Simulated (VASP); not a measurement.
# Fe (Fmmm) in VASP: notebook, part 2 of 2

VASP 6.6.1. Earlier steps stand in the parts before.

## Step 3: Single point, PBEsol, collinear spin, ferromagnetic start

INCAR

```
SYSTEM = Fe
ADDGRID = .False.
ALGO = Normal
EDIFF = 1E-6
ENCUT = 450
GGA = PS
ISIF = 2
ISMEAR = -1
ISPIN = 2
LASPH = .True.
LCHARG = .False.
LMAXMIX = 4
LORBIT = 11
LREAL = .False.
LWAVE = .False.
MAGMOM = 3
NELM = 100
PREC = Accurate
SIGMA = 0.05
```

KPOINTS

```
k-points
0
Gamma
  12 12 12
  0 0 0
```

POSCAR

```
Fe
1.0
    0.0000000000      1.9417396906      1.9651051623
    1.4984397099      0.0000000000      1.9651051623
    1.4984397099      1.9417396906      0.0000000000
Fe
1
Direct
    0.0000000000      0.0000000000      0.0000000000
```

Potentials or basis: VASP PAW PBE potentials, release 64 (Fe).

The run is started by

```sh
> cat potpaw_PBE.64/Fe/POTCAR > POTCAR
> mpirun -np 1 vasp_std > vasp.out
```

OUTCAR:

```text
SYSTEM = Fe
   EDIFF = 1E-6
   ENCUT = 450
   GGA = PS
   ISIF = 2
   ISMEAR = -1
   ISPIN = 2
   LASPH = .True.
   LORBIT = 11
   LREAL = .False.
   NELM = 100
   PREC = Accurate

 Found    280 irreducible k-points:

 Following reciprocal coordinates:
            Coordinates               Weight
  0.000000  0.000000  0.000000      1.000000
  0.083333 -0.000000 -0.000000      8.000000
  0.166667 -0.000000 -0.000000      8.000000
  0.250000 -0.000000 -0.000000      8.000000
[... 244 lines left out ...]
  -------------------------------------------------------------------------------------
  Total       -1.0365768     -0.4055811     -0.5591471      0.0000000      0.0000000      0.0000000
  in kB     -145.2332312    -56.8253621    -78.3412591      0.0000000      0.0000000      0.0000000
  external PRESSURE =     -93.4666175 kB  Pullay stress =       0.0000000 kB

 VOLUME and BASIS-vectors are now :
 -----------------------------------------------------------------------------
  energy-cutoff  :      450.00
  volume of cell :       11.44
      direct lattice vectors                 reciprocal lattice vectors
     0.000000000  1.941739691  1.965105162    -0.333680426  0.257501045  0.254439309
     1.498439710  0.000000000  1.965105162     0.333680426 -0.257501045  0.254439309
     1.498439710  1.941739691  0.000000000     0.333680426  0.257501045 -0.254439309

 POSITION                                       TOTAL-FORCE (eV/Angst)
 -----------------------------------------------------------------------------------
      0.00000      0.00000      0.00000         0.000000      0.000000     -0.000000
 -----------------------------------------------------------------------------------
    total drift:                                0.000000      0.000000     -0.000000

  FREE ENERGIE OF THE ION-ELECTRON SYSTEM (eV)
  ---------------------------------------------------
  free  energy   TOTEN  =        -8.8859231085 eV

  energy  without entropy=       -8.8783944978  energy(sigma->0) =       -8.88215880

 total charge

# of ion       s       p       d       tot
------------------------------------------
    1        0.489   0.540   6.230   7.259

 magnetization (x)

# of ion       s       p       d       tot
------------------------------------------
    1       -0.013  -0.050   2.297   2.235
```

OSZICAR:

```text
N       E                     dE             d eps       ncg     rms          rms(c)
DAV:   1     0.151103010066E+02    0.15110E+02   -0.37362E+03 11924   0.867E+02
DAV:   2    -0.953191772129E+01   -0.24642E+02   -0.22813E+02 11302   0.124E+02
DAV:   3    -0.996666612562E+01   -0.43475E+00   -0.43365E+00 12500   0.214E+01
DAV:   4    -0.996846267338E+01   -0.17965E-02   -0.17964E-02 12122   0.125E+00
DAV:   5    -0.996847661572E+01   -0.13942E-04   -0.13942E-04 12232   0.107E-01    0.120E+01
DAV:   6    -0.897513589612E+01    0.99334E+00   -0.13090E+01 12206   0.541E+01    0.557E+00
DAV:   7    -0.890031957195E+01    0.74816E-01   -0.79050E-01 12312   0.130E+01    0.325E+00
DAV:   8    -0.889359213657E+01    0.67274E-02   -0.72494E-03 13836   0.642E-01    0.139E+00
DAV:   9    -0.888570382830E+01    0.78883E-02   -0.10117E-02 14482   0.734E-01    0.359E-01
DAV:  10    -0.888582141449E+01   -0.11759E-03   -0.35970E-04 12326   0.271E-01    0.146E-01
DAV:  11    -0.888592637770E+01   -0.10496E-03   -0.39863E-04 13904   0.219E-01    0.359E-02
DAV:  12    -0.888592270111E+01    0.36766E-05   -0.49241E-06 11838   0.351E-02    0.126E-02
DAV:  13    -0.888592310845E+01   -0.40734E-06   -0.23362E-06  6776   0.137E-02
   1 F= -.88859231E+01 E0= -.88821588E+01  d E =-.752861E-02  mag=     2.2446
```

stdout:

```text
POSCAR found type information on POSCAR Fe
 POSCAR found :  1 types and       1 ions
 scaLAPACK will be used
 -----------------------------------------------------------------------------
|                                                                             |
|                                                                             |
|     You enforced a specific xc type in the INCAR file but a different       |
|     I HOPE YOU KNOW WHAT YOU ARE DOING!                                     |
|                                                                             |
 -----------------------------------------------------------------------------

 LDA part: xc-table for (Slater+PW92), standard interpolation
 POSCAR, INCAR and KPOINTS ok, starting setup
 FFT: planning ... GRIDC
 FFT: planning ... GRID_SOFT
 FFT: planning ... GRID
 WAVECAR not read
 entering main loop
```

It took 45 s on 1 thread of Intel Xeon Platinum 8259CL at 2.50GHz (Skylake/Cascade Lake), shared host; peak memory 0.16 GiB.

These settings aren't checked as converged: the numbers below hold their error.

Results:

```
Free energy                                           : -8.8859 eV
Pressure                                              : -9.3 GPa
Band gap on the k mesh                                : none (metal or under the smearing width)
Net moment                                            : 2.25 μB per cell
Site moments                                          : Fe +2.23 μB
Valence electrons inside the program's atomic spheres : Fe 7.26
```

Caveat: the PAW data sets were made with another functional, which shifts forces and pressure a little.

## Step 4: Single point, PBEsol, collinear spin, ferromagnetic start

Edit INCAR of step 3 so:

```diff
@@ -18,2 +18,2 @@
 PREC = Accurate
-SIGMA = 0.05
+SIGMA = 0.02
```

KPOINTS is that of step 3.

POSCAR is that of step 3.

The run is started by

```sh
> cat potpaw_PBE.64/Fe/POTCAR > POTCAR
> mpirun -np 1 vasp_std > vasp.out
```

It took 44 s on 1 thread of Intel Xeon Platinum 8259CL at 2.50GHz (Skylake/Cascade Lake), shared host; peak memory 0.16 GiB.

These settings aren't checked as converged: the numbers below hold their error.

What came out:

```yaml
Free_energy: -8.8828 eV
Pressure: -9.1 GPa
Band_gap_on_the_k_mesh: none (metal or under the smearing width)
Net_moment: 2.25 μB per cell
Site_moments: Fe +2.24 μB
Valence_electrons_inside_the_program's_atomic_spheres: Fe 7.26
```

Caveat: the PAW data sets were made with another functional, which shifts forces and pressure a little.

## Step 5: Single point, PBEsol, collinear spin, ferromagnetic start

Edit INCAR of step 4 so:

```diff
@@ -17,3 +17,3 @@
 NELM = 100
-PREC = Accurate
-SIGMA = 0.02
+PREC = Low
+SIGMA = 0.15
```

KPOINTS is that of step 4.

POSCAR is that of step 4.

Potentials or basis: VASP PAW PBE potentials, release 64 (Fe).

The run is started by

```sh
> cat potpaw_PBE.64/Fe/POTCAR > POTCAR
> mpirun -np 1 vasp_std > vasp.out
```

OUTCAR:

```text
SYSTEM = Fe
   EDIFF = 1E-6
   ENCUT = 450
   GGA = PS
   ISIF = 2
   ISMEAR = -1
   ISPIN = 2
   LASPH = .True.
   LORBIT = 11
   LREAL = .False.
   NELM = 100
   PREC = Low

 Found    280 irreducible k-points:

 Following reciprocal coordinates:
            Coordinates               Weight
  0.000000  0.000000  0.000000      1.000000
  0.083333 -0.000000 -0.000000      8.000000
  0.166667 -0.000000 -0.000000      8.000000
[... 238 lines left out ...]
 [... further k-points ...]
[... 5 lines left out ...]
  --------------------------------------------------------------------------------------
  -------------------------------------------------------------------------------------
  Total       -1.0678868     -0.4425978     -0.5843207      0.0000000      0.0000000      0.0000000
  in kB     -149.6200209    -62.0117133    -81.8683076      0.0000000      0.0000000      0.0000000
  external PRESSURE =     -97.8333473 kB  Pullay stress =       0.0000000 kB

 VOLUME and BASIS-vectors are now :
 -----------------------------------------------------------------------------
  energy-cutoff  :      450.00
  volume of cell :       11.44
      direct lattice vectors                 reciprocal lattice vectors
     0.000000000  1.941739691  1.965105162    -0.333680426  0.257501045  0.254439309
     1.498439710  0.000000000  1.965105162     0.333680426 -0.257501045  0.254439309
     1.498439710  1.941739691  0.000000000     0.333680426  0.257501045 -0.254439309

 POSITION                                       TOTAL-FORCE (eV/Angst)
 -----------------------------------------------------------------------------------
      0.00000      0.00000      0.00000         0.000000      0.000000      0.000000
 -----------------------------------------------------------------------------------
    total drift:                               -0.000000      0.000000      0.000000

  FREE ENERGIE OF THE ION-ELECTRON SYSTEM (eV)
  ---------------------------------------------------
  free  energy   TOTEN  =        -8.9171134196 eV

  energy  without entropy=       -8.8435840532  energy(sigma->0) =       -8.88034874

 total charge

# of ion       s       p       d       tot
------------------------------------------
    1        0.488   0.539   6.233   7.260

 magnetization (x)

# of ion       s       p       d       tot
------------------------------------------
    1       -0.013  -0.048   2.255   2.194
```

OSZICAR:

```text
N       E                     dE             d eps       ncg     rms          rms(c)
DAV:   1     0.150831208778E+02    0.15083E+02   -0.37362E+03 11924   0.867E+02
DAV:   2    -0.956376034973E+01   -0.24647E+02   -0.22836E+02 11302   0.124E+02
DAV:   3    -0.999831080824E+01   -0.43455E+00   -0.43266E+00 12502   0.214E+01
DAV:   4    -0.100001085262E+02   -0.17977E-02   -0.17975E-02 12122   0.125E+00
DAV:   5    -0.100001224811E+02   -0.13955E-04   -0.13955E-04 12234   0.107E-01    0.121E+01
DAV:   6    -0.901077502407E+01    0.98935E+00   -0.13048E+01 12206   0.541E+01    0.551E+00
DAV:   7    -0.893240091852E+01    0.78374E-01   -0.79685E-01 12310   0.130E+01    0.320E+00
DAV:   8    -0.892486441048E+01    0.75365E-02   -0.67330E-03 13810   0.621E-01    0.134E+00
DAV:   9    -0.891710646284E+01    0.77579E-02   -0.83257E-03 14428   0.615E-01    0.327E-01
DAV:  10    -0.891704427150E+01    0.62191E-04   -0.40519E-04 12396   0.320E-01    0.101E-01
DAV:  11    -0.891711521043E+01   -0.70939E-04   -0.25527E-04 13060   0.181E-01    0.376E-02
DAV:  12    -0.891711275228E+01    0.24581E-05   -0.39434E-06 11744   0.311E-02    0.141E-02
DAV:  13    -0.891711341965E+01   -0.66737E-06   -0.21493E-06  6774   0.131E-02
   1 F= -.89171134E+01 E0= -.88803487E+01  d E =-.735294E-01  mag=     2.2043
```

Run time: 21 s. Hardware: 1 thread of Intel Xeon Platinum 8259CL at 2.50GHz (Skylake/Cascade Lake), shared host; peak memory 0.14 GiB.

These settings aren't checked as converged: the numbers below hold their error.

What came out:

```yaml
Free_energy: -8.9171 eV
Pressure: -9.8 GPa
Band_gap_on_the_k_mesh: none (metal or under the smearing width)
Net_moment: 2.21 μB per cell
Site_moments: Fe +2.19 μB
Valence_electrons_inside_the_program's_atomic_spheres: Fe 7.26
```

Caveat: the PAW data sets were made with another functional, which shifts forces and pressure a little.

## Step 6: Single point, PBEsol, collinear spin, ferromagnetic start

Edit INCAR of step 5 so:

```diff
@@ -17,3 +17,3 @@
 NELM = 100
-PREC = Low
+PREC = Normal
 SIGMA = 0.15
```

KPOINTS is that of step 5.

POSCAR is that of step 5.

Potentials or basis: VASP PAW PBE potentials, release 64 (Fe).

The run is started by

```sh
> cat potpaw_PBE.64/Fe/POTCAR > POTCAR
> mpirun -np 1 vasp_std > vasp.out
```

Run time: 21 s. Hardware: 1 thread of Intel Xeon Platinum 8259CL at 2.50GHz (Skylake/Cascade Lake), shared host; peak memory 0.15 GiB.

These settings aren't checked as converged: the numbers below hold their error.

What came out:

```
Free energy                                           : -8.9172 eV
Pressure                                              : -9.7 GPa
Band gap on the k mesh                                : none (metal or under the smearing width)
Net moment                                            : 2.21 μB per cell
Site moments                                          : Fe +2.19 μB
Valence electrons inside the program's atomic spheres : Fe 7.26
```

Caveat: the PAW data sets were made with another functional, which shifts forces and pressure a little.
